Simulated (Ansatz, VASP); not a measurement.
## Two plane-wave programs on GaAs5

INCAR

```
PREC = Accurate ; ENCUT = 520
EDIFF = 1E-6 ; ISMEAR = 0
SIGMA = 0.1 ; LREAL = F
LASPH = T ; NELM = 100
ALGO = Normal ; ISIF = 2
LWAVE = F ; LCHARG = T
GGA = PE ; LELF = T
LVHAR = T ; NBANDS = 28
```

Contents of KPOINTS:

```
Automatic mesh
0
Gamma
  6 6 4
```

The input POSCAR:

```
GaAs5
1.0
    5.2294230400      0.0000000000      0.0000000000
   -2.6147115200      4.5288132000      0.0000000000
    0.0000000000      0.0000000000      6.1019020100
Ga As
1 5
Direct
    0.0000000000      0.0000000000      0.0000000000
    0.3333333300      0.6666666700      0.7346208700
    0.3333333300      0.6666666700      0.2653791300
    0.6666666700      0.3333333300      0.2653791300
    0.6666666700      0.3333333300      0.7346208700
    0.0000000000      0.0000000000      0.5000000000
```

Input for Ansatz:

```yaml
crystal:
  lattice:
    - [5.22942304, 0.0, 0.0]
    - [-2.61471152, 4.5288132, 0.0]
    - [0.0, 0.0, 6.10190201]
  atoms:
    - { symbol: Ga, position: [0.0, 0.0, 0.0] }
    - { symbol: As, position: [0.33333333, 0.66666667, 0.73462087] }
    - { symbol: As, position: [0.33333333, 0.66666667, 0.26537913] }
    - { symbol: As, position: [0.66666667, 0.33333333, 0.26537913] }
    - { symbol: As, position: [0.66666667, 0.33333333, 0.73462087] }
    - { symbol: As, position: [0.0, 0.0, 0.5] }
basis:
  ecutwfc: 420
kpoints:
  mp_grid: { grid: [6, 6, 4] }
hamiltonian:
  xc: pbe
scf:
  occupations: { method: gaussian, width: 0.1 }
  lower_state_search: "off"
output:
  forces: true
  stress: true
  eigenvalues: true
```

Alike in both runs: task single point; functional PBE; k mesh 6 × 6 × 4; occupations gaussian, width 0.1 eV; no spin polarisation.

```csv
,VASP,Ansatz
version,VASP 6.6.1,Ansatz 0.2.0
potentials or method,"VASP PAW PBE potentials, release 64 (Ga_d, As)","scalar-relativistic, plane waves, PAW"
plane-wave cutoff (eV),520,420
valence electrons in the cell,38,88
```

|  | VASP | Ansatz | Ansatz less VASP |
| --- | --- | --- | --- |
| gap on the k mesh at the Fermi level (eV) | none | none | - |
| pressure (GPa) | -8.9 | -8.9 | -0.01 |
| largest component of the traceless stress (GPa) | 1.90 | 1.91 | +0.014 |
| rms of the force components (eV/Å) | 0.380 | 0.381 | +0.0008 |

Atom by atom the forces differ by 0.001 eV/Å (rms over components). A gap of «none» marks a metal or a gap that the smearing closes. The functional is the same, so the differences come from potentials, cutoffs and numerics. The two sets of potentials don't hold the same shells in valence.
